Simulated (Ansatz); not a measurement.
# Σ11 (113) boundary in fcc Pt with Zr (substitutional): structure and resistance, part 2 of 2

How much does the Σ11 (113) boundary in fcc Pt with Zr (substitutional) reflect electrons?

Ansatz 0.2.0; Ansatz plane-wave DFT, PBE, PAW files; relaxation of a bicrystal slab with its lowest layers held; PAW set soft_1 (the session's first sound run).

So far. Step 2 (Relaxing the bicrystal): The largest force component on a free atom ends at 0.029 eV/Å, under the tolerance of 0.03, after 6 steps.

### 3. Transmission across the boundary

Bulk layers of each grain are laid under and over the relaxed boundary, and a lead is named in the middle of each, away from the free faces. The mesh across the current, 24×24, is finer than the density's, because channels open and close sharply across the zone. Energies from -0.1 to 0.1 eV in steps of 0.05 eV are too few for the program's thermal sum, so it prints no conductance; for a metal the transmission near the Fermi level serves, at a fraction of the cost.

This step: Ansatz plane-wave DFT, PBE, PAW files; ballistic transport by layer matching (Landauer), zero bias; boundary relaxed in a short slab, bulk layers laid on; PAW set soft_1 (Ansatz 0.2.0).

System of this step: Σ11 (113) boundary in fcc Pt with Zr (substitutional). The cell holds 38 atoms: 37 Pt and 1 Zr. Its edges and angles: a = 2.773 Å, b = 4.803 Å, c = 52.502 Å, α = 90.0°, β = 90.0°, γ = 73.2°. It derives from Pt. Regions: lower grain, 15 atoms (15 Pt); boundary, 11 atoms (10 Pt and 1 Zr); upper grain, 12 atoms (12 Pt). Vacuum lies along c.

File input.yaml:

```yaml
crystal:
  lattice:
    - [2.7731313745, 0.0, 0.0]
    - [1.3865656872, 4.5987181317, 0.0]
    - [0.0, 0.0, 52.5020819148]
  atoms:
    - { symbol: Pt, position: [5.4545454544, -10.9090909091, 0.0761874549] }
    - { symbol: Pt, position: [5.1818181817, -10.3636363637, 0.0987097464] }
    - { symbol: Pt, position: [4.909090909, -9.8181818182, 0.1212320379] }
    - { symbol: Pt, position: [4.6363636363, -9.2727272728, 0.1437543293] }
    - { symbol: Pt, position: [4.3636363635, -8.7272727273, 0.1662766208] }
    - { symbol: Pt, position: [4.0909090908, -8.1818181818, 0.1887989122] }
    - { symbol: Pt, position: [3.8181818181, -7.6363636364, 0.2113212037] }
    - { symbol: Pt, position: [3.5454545454, -7.0909090909, 0.2338434952] }
    - { symbol: Pt, position: [3.2727272727, -6.5454545455, 0.2563657866] }
    - { symbol: Pt, position: [3.0, -6.0, 0.2788880781] }
    - { symbol: Pt, position: [2.7272727272, -5.4545454546, 0.3014103695] }
    - { symbol: Pt, position: [2.4545454545, -4.9090909091, 0.323932661] }
    - { symbol: Pt, position: [2.1818181818, -4.3636363637, 0.3464549525] }
    - { symbol: Pt, position: [1.9090909091, -3.8181818182, 0.3689772439] }
    - { symbol: Pt, position: [1.6363636364, -3.2727272728, 0.3914995354] }
    - { symbol: Pt, position: [0.3636363636, 0.2727272727, 0.4140218269] }
    - { symbol: Pt, position: [0.08893024, 0.82213952, 0.4381117937] }
    - { symbol: Pt, position: [0.8169638737, 0.3660722526, 0.4609497223] }
    - { symbol: Pt, position: [0.5442976305, 0.9114047391, 0.4855357274] }
    - { symbol: Pt, position: [0.2734655249, 0.4530689502, 0.5078964078] }
    - { symbol: Zr, position: [0.0048354559, -0.0096709119, 0.5341043557] }
    - { symbol: Pt, position: [0.273013795, 0.45397241, 0.5601402871] }
    - { symbol: Pt, position: [0.5441252343, 0.9117495313, 0.5828034103] }
    - { symbol: Pt, position: [0.8159252203, 0.3681495594, 0.6068931794] }
    - { symbol: Pt, position: [0.0876919686, 0.8246160627, 0.6304140515] }
    - { symbol: Pt, position: [0.359747985, 0.28050403, 0.6535450475] }
    - { symbol: Pt, position: [1.6324752577, -3.2649505154, 0.676067339] }
    - { symbol: Pt, position: [1.9052025304, -3.8104050609, 0.6985896305] }
    - { symbol: Pt, position: [2.1779298031, -4.3558596063, 0.7211119219] }
    - { symbol: Pt, position: [2.4506570759, -4.9013141518, 0.7436342134] }
    - { symbol: Pt, position: [2.7233843486, -5.4467686973, 0.7661565048] }
    - { symbol: Pt, position: [2.9961116213, -5.9922232427, 0.7886787963] }
    - { symbol: Pt, position: [3.268838894, -6.5376777882, 0.8112010878] }
    - { symbol: Pt, position: [3.5415661667, -7.0831323336, 0.8337233792] }
    - { symbol: Pt, position: [3.8142934394, -7.6285868791, 0.8562456707] }
    - { symbol: Pt, position: [4.0870207122, -8.1740414245, 0.8787679621] }
    - { symbol: Pt, position: [4.3597479849, -8.71949597, 0.9012902536] }
    - { symbol: Pt, position: [4.6324752576, -9.2649505154, 0.9238125451] }
kpoints:
  mp_grid: { grid: [10, 10, 1] }
hamiltonian:
  xc: pbe
  pseudopotentials: { kind: paw, azcp: { folder: soft_1 } }
scf:
  occupations: { method: fermi_dirac, width: 0.1 }
output:
  transmission:
    leads: [[8, 9], [30, 31]]
    kmesh: [24, 24]
    e_range: [-0.1, 0.1]
    de: 0.05
  write_potential: true
  write_density: true
  volumetric_format: npy
  elf: true
```

Command:

```bash
ansatz run input.yaml --threads 4 --pin off --max-ram 15360MiB --backend cpu --events-out ev --progress --plain --runs-dir out
```

Numbers of over 12 decimals in the logs are rounded to 6 here.

Output:

```text
[...]
Crystal: 38 atoms, lattice volume = 669.551 Å³
Basis set: ecut = 420 eV, 13001 PW (Γ)
Bands: 407, of which v1, the nominal top of the filled ones, is band 339 counted from 1 (338 counted from 0)
Symmetry: 2 space group operations
[...]
k-points: 31 of 100 (time reversal used)
[...]
SCF iter   1: F=—  HF=-467615.456192 eV  |F-HF|=—  |Δ(HF+E_count)|=         —  Δρ=9.14e-2  dr2=4.94e2  ethr=3.10e-3  ⟨swp⟩=6.0  Hψ=42779  notcnv=0  defer=654
[...]
SCF iter  13: F=-467598.207658 eV  HF=-467598.207659 eV  |F-HF|=3.50e-8  |Δ(HF+E_count)|=   6.29e-9  Δρ=1.18e-6  dr2=3.67e-8  ethr=1.47e-11  ⟨swp⟩=11.3  Hψ=43758  notcnv=0
SCF 1 converged in 13 iterations: F = -467598.207658 eV  dr2 = 3.67e-8
[...]
transmission: 1131 of 11304 steps passed
transmission: 2261 of 11304 steps passed
[...]
transmission: 11304 of 11304 steps passed
WARN: The output density's exchange-correlation potential varies sharply where the density is thin. Do not read a vacuum level from v_tot or v_xc, or from such a field of the output density. On a cell that repeats whose density bears no net charge and no dipole along the vacuum's axis use v_es (v_loc + v_h of the components); under efield.dipole_correction with no amplitude use v_es + v_field, which holds any externa [...]
SCF converged after 13 iterations
Free energy (F): -467598.207658 eV
[...]
Internal energy: -467596.243208 eV  (E = F + TS)
E sigma→0 (E₀):  -467597.225433 eV
Entropy (-TS):   -1.964450 eV (-51.696 meV/atom)
Fermi energy:    19.212128 eV
[...]
--- Band table (eV; the first three rows and the last of 31) ---
  k-point 0: bands = [... 335 lower, 18.8263, 18.8589, 18.9214, 18.9233, 18.9457, 18.9894, 19.0532, 19.0763, ... 64 higher]
  k-point 1: bands = [... 335 lower, 18.8683, 18.9069, 18.9385, 18.9684, 18.9872, 19.0014, 19.0145, 19.0777, ... 64 higher]
  k-point 2: bands = [... 335 lower, 18.6930, 18.7529, 18.7861, 18.8365, 18.8971, 18.9261, 19.0028, 19.0163, ... 64 higher]
  k-point 30: bands = [... 335 lower, 19.7094, 19.7106, 19.8526, 20.2096, 20.6848, 20.7883, 20.8532, 20.9875, ... 64 higher]
--- Transmission ---
  basis      : 111 plane waves across, 72 finite elements along
  points     : 157, standing for a mesh of 24 x 24
  energies   : 5 from -0.100000 to 0.100000 eV about the Fermi level, 0.050000 eV apart; the leads are filled to 0.000000 eV, and channels, transmission and decay are at 0.000000 eV
  crystal 0  : Pt2, at the sites [8, 9], period 2.3649 Å, over 18.92 Å; its Hamiltonian steps by up to 8.2 meV
    offset         : up to 0.0000 Å between an atom of the period and one for which it stands
    channels       : 3.498264e0 a spin
    conductance    : none, the energies end too early or step too widely for 300 K: set another output.transmission.e_range or a lower de, or, where they end at an eighth of basis.ecutwfc, a higher one
[...]
channels       : 3.498264e0 a spin
[...]
junction   : crystal 0 to crystal 1, 12.87 to 39.63 Å
    transmission   : 7.229535e-1 a spin
[...]
```

Wall time 21 min (4 threads of Arm Neoverse V1, shared host); peak memory 11 GiB; 79 min of CPU time.

The column dr2 measures how far the density is from self-consistency, as an energy; F and HF (Harris–Foulkes) agree once it is small.

This step gave:

| Item | Value |
| --- | --- |
| free energy | -467598.2077 eV |
| energy at zero smearing | -467597.2254 eV |
| Fermi energy | 19.21 eV |
| cell area | 12.75 Å² |
| transmission per spin nearest the Fermi level | 0.7230 |
| open channels per spin nearest the Fermi level | 3.498 |
| open channels per spin, upper lead | 3.498 |
| step of the lead's potential | 8.2 meV |
| step of the upper lead's potential | 9 meV |

Per spin. The transmission, zone mean by energy, zero at the Fermi level:

```tsv
energy (eV)	transmission, zone mean
-0.1000	0.871
-0.0500	0.803
0.0000	0.723
0.0500	0.686
0.1000	0.656
```

Per spin. Open channels, zone mean against energy, zero at the Fermi level:

```tsv
energy (eV)	lead	upper lead
-0.1000	3.94	3.93
-0.0500	3.82	3.82
0.0000	3.50	3.50
0.0500	3.03	3.03
0.1000	2.75	2.73
```

Transmission over k1 and k2. At 0.0000 eV from the Fermi level.

Ten even steps from '0' (0.01) to '9' (1.96):
```
551535666778976655244526
552655676787855541444410
211655776765533412344630
101655665653322512234642
132655655532212301234652
131655654421211201234642
101632211521110201124622
112544421311110101224642
251544320201000101124652
551544210200000011224640
542443210100000001134630
461643210100000101234616
503643110000000101234424
504642211000000201244515
225642110100010202344515
124642210101111312444521
122642110201112511223610
124643210211212445655613
125643210321223555655623
124643221522335656655610
203644321433556767755611
501444414555878767655625
562544255667987766653515
441542655788788755624514
```
Columns: k1 (b1) from -0.5 to 0.458; rows upwards: k2 (b2) from -0.5 to 0.458.

Open channels over k1 and k2. At 0.0000 eV from the Fermi level.

Ten even steps from '_' (1.00) to '@' (6.00):
```
%%@@======**%%******%%%%%%************%%**==**@@
%%%%====****%%**%%******%%======**==%%%%**::::==
**========::**********==**======::::****==**====
**::**==::::%%******====**======::==****==**==::
**==%%====**%%****======**====::====**====**==**
%%==**==****%%****======**==::::====**====**::==
**::========**==::======**%%::======**====**__==
**======**%%%%::::::::%%%%**======****====**::**
**%%====**%%**====::::**%%================**==::
%%@@====******==========%%**::::====**====**====
%%%%**::==****========******==::==****====**====
%%@@::**====**======::******::======**====**::@@
%%====**====****==::==******========****==::**%%
%%====**====**====::::**%%==========******====@@
**::==**================%%**::::====**%%**====%%
****::**====****======**%%%%::::::::%%%%**======
**==__**====**======::%%**======::==**========::
%%==::**====**====::::==**======****%%****==**==
****==**====**====::====**======****%%**====%%==
**::==**==****==::======**====******%%::::==**::
**====**==****::::======**==**********::========
%%==::::**%%%%==**======%%******%%**%%****====%%
%%@@**==**%%************%%%%%%******%%**======@@
%%%%====**==%%********%%%%%%********%%==**====%%
```
Columns: k1 (b1) from -0.5 to 0.458; rows upwards: k2 (b2) from -0.5 to 0.458.

ELF in the ca plane at fractional y = 0.000, with atoms of Pt and Zr within 0.2 Å of it. It is the smooth field of the valence electrons, not physical close to the nuclei.

Ten even steps from '0' (0.13) to '9' (0.75), each cell a mean:
```
43210001234421111222118859701222111124431100
22211111222211123443204998302344321123322111
11211111221111136664321463123466531011122111
11111221111000156764332221233467641001111122
11211221221100146764321232133467641001121122
22221111222211124553312797113455421112222111
33211001223321112222107989602222211123322100
44210001234421112222019718810222111124432100
```
Columns run along c (16.0 Å, from fractional 0.37 to 0.67 of the cell), rows up along a (2.8 Å). Atoms in or near the plane, at fractional coordinates: Zr at (0.53, 0.00).

Electrostatic potential energy in the ca plane at fractional y = 0.000, with atoms of Pt and Zr within 0.2 Å of it. With pseudopotentials it is smooth inside the atoms' cores, unlike the true potential.

Values in eV, 5 rows by 16 columns, each cell a mean:
```
  5  20  21   7  11  19  12  15 -27 -17  17  12  20   6  11  21
 18  19  19  18  20   5 -26  14   3   8   7 -27  14  19  18  19
 20  18  18  20  21  -2 -38  11  14  16   1 -39  10  21  20  18
 14  19  20  15  18  11 -12  15  -9  -1  12 -13  17  15  16  20
 -1  20  21   2   8  20  18  15 -32 -21  18  18  20   1   8  22
```
Columns run along c (16.0 Å, from fractional 0.37 to 0.67 of the cell; values clipped at the 3rd and 97th percentile), rows up along a (2.8 Å). Atoms in or near the plane, at fractional coordinates: Zr at (0.53, 0.00).

Valence density in the ca plane at fractional y = 0.000, with atoms of Pt and Zr within 0.2 Å of it. It is the smooth field of the valence electrons, not physical close to the nuclei.

Ten even steps from '0' (0.1 e/Å³) to '9' (8.0 e/Å³), each cell a mean:
```
11000000001100000000002454100000000001100000
00000000000000001110000232000011100000000000
00000000000000014641000000000146310000000000
00000000000000027972000000000279610000000000
00000000000000015851000000000268510000000000
00000000000000002320000121000023200000000000
10000000001100000000001343100000000001100000
11000000011100000000002444100000000001210000
```
Columns run along c (16.0 Å, from fractional 0.37 to 0.67 of the cell), rows up along a (2.8 Å). Atoms in or near the plane, at fractional coordinates: Zr at (0.53, 0.00).

Over the solved energies the transmission per spin lies between 0.656 and 0.871, out of 3.41 channels of the lead on average (up to 3.94).

### 4. Specific resistance

This step: Ansatz plane-wave DFT, PBE, PAW files; ballistic transport by layer matching (Landauer), zero bias; specific resistance of the boundary; PAW set soft_1 (Ansatz 0.2.0).

Numbers from this step:

| Quantity | Value |
| --- | --- |
| area resistance | 1.717 fΩ m² |
| T over the leads' mean channel count | 0.2196 |

Averaged over the energies near the Fermi level, 22.0 % of the channels pass, which makes 1.72 fΩ m².

By hand, with T and the leads' channels N averaged over the energies near the Fermi level: RA = A (h/2e²)(1/T − ½[1/N₁ + 1/N₂]) = 12.75×10⁻²⁰ m² × 12 906 Ω × (1/0.7479 − ½[1/3.408 + 1/3.402]) = 1.72 fΩ m².

### 5. Summary of results

- specific resistance of the boundary: 1.72 fΩ m²
- share of channels that pass: 0.220

The boundary has a specific resistance of 1.7 fΩ m². The boundary reflects 78 % of the channels; 1.7 fΩ m² is 17×10⁻¹² Ω·cm². That equals the resistance of 16 nm of bulk Pt at 300 K (measured 10.8 µΩ cm, CRC Handbook of Chemistry and Physics, 84th ed., 2003, Electrical Resistivity of Pure Metals). One Zr in 12.8 Å² of boundary is a high coverage. Each plane of this narrow cell holds one atom, so the solute fills a whole plane. One starting structure was relaxed; another shift or atom count at the boundary may lie lower. Spin-orbit coupling is left out, which matters for Pt.

[Logs are printed without paths, hosts, clocks, repeated set-up lines and the standing remarks that a program may print on its own settings, such as how far it seeks lower states.]

[Hosts, paths, dates, database ids (printed as entryN), source tags and the programs' standing remarks are cut or masked in the printed files.]
